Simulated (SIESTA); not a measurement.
The system is TePb.

```xyz
2
Lattice="0.0000 3.2310 3.2310 3.2310 0.0000 3.2310 3.2310 3.2310 0.0000" Properties=species:S:1:pos:R:3 pbc="T T T"
Pb    0.0000    0.0000    0.0000
Te    3.2310    3.2310    3.2310
```

Base run:

```yaml
Program: SIESTA 5.4.2
Functional: PBE
Potentials_or_basis: PseudoDojo 0.4 standard (PBE files)
Basis: DZP (energy shift 0.002 Ry)
Grid_cutoff: 500 Ry
Energy_shift: 0.002 Ry
k_mesh: 7 × 7 × 7
Occupations: fermi-dirac, width 0.05 eV
Spin: no spin polarisation
```

Its results: pressure 3.0 GPa.

Problem. The run is repeated on the same cell with these changes: potentials or basis from PseudoDojo 0.4 standard (PBE files) to PseudoDojo 0.4 stringent (PBE files); valence electrons from 30 to 46. What comes out?

Solution. Pressure 1.3 GPa.

Caveats: semicore shells carry a single zeta, which can move pressures by several GPa and volumes by a few percent; the basis of atomic orbitals isn't converged, which shifts pressures, moduli and gaps.

Not every run made on this cell is shown here.
